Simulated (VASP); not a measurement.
Crystal: GaN.

```xyz
4
Lattice="3.1800 0.0000 0.0000 -1.5900 2.7540 0.0000 0.0000 0.0000 5.1660" Properties=species:S:1:pos:R:3 pbc="T T T"
Ga    0.0000    1.8360    0.0000
Ga    1.5900    0.9180    2.5830
N     0.0000    1.8360    1.9373
N     1.5900    0.9180    4.5203
```

```yaml
Program: VASP 6.6.1
Task: relaxation of cell and atoms
Functional: rev-vdW-DF2
Potentials_or_basis: VASP PAW PBE potentials, release 64 (Ga_d, N)
Cutoff: 600 eV
k_mesh: 12 × 12 × 5
Occupations: gaussian, width 0.03 eV
Spin: no spin polarisation
```

At the start: pressure 4.2 GPa; volume 11.31 Å³/atom.

Task: How do energy, volume and symmetry change on relaxing?

Result: Over 3 steps the energy falls by 3.7 meV/atom and the volume is 11.57 Å³/atom (+2.3 %); space group P6_3mc (No. 186, to 0.05 Å).

Step by step:
```tsv
step	energy change (eV)	largest force (eV/Å)	pressure (GPa)	volume (Å³)
1	0.0000	0.1274	4.20	45.24
2	-0.0033	0.0865	-3.42	47.21
3	-0.0148	0.0011	0.00	46.27
```

Final structure:
```
Ga N
1.0
     3.19927    0.00000    0.00000
    -1.59963    2.77065    0.00000
     0.00000    0.00000    5.21966
Ga N
2 2
Direct
  0.33333 0.66667 0.99937
  0.66667 0.33333 0.49937
  0.33333 0.66667 0.37563
  0.66667 0.33333 0.87563
```

Caveat: the PAW data sets were made with another functional, which shifts forces and pressure a little.
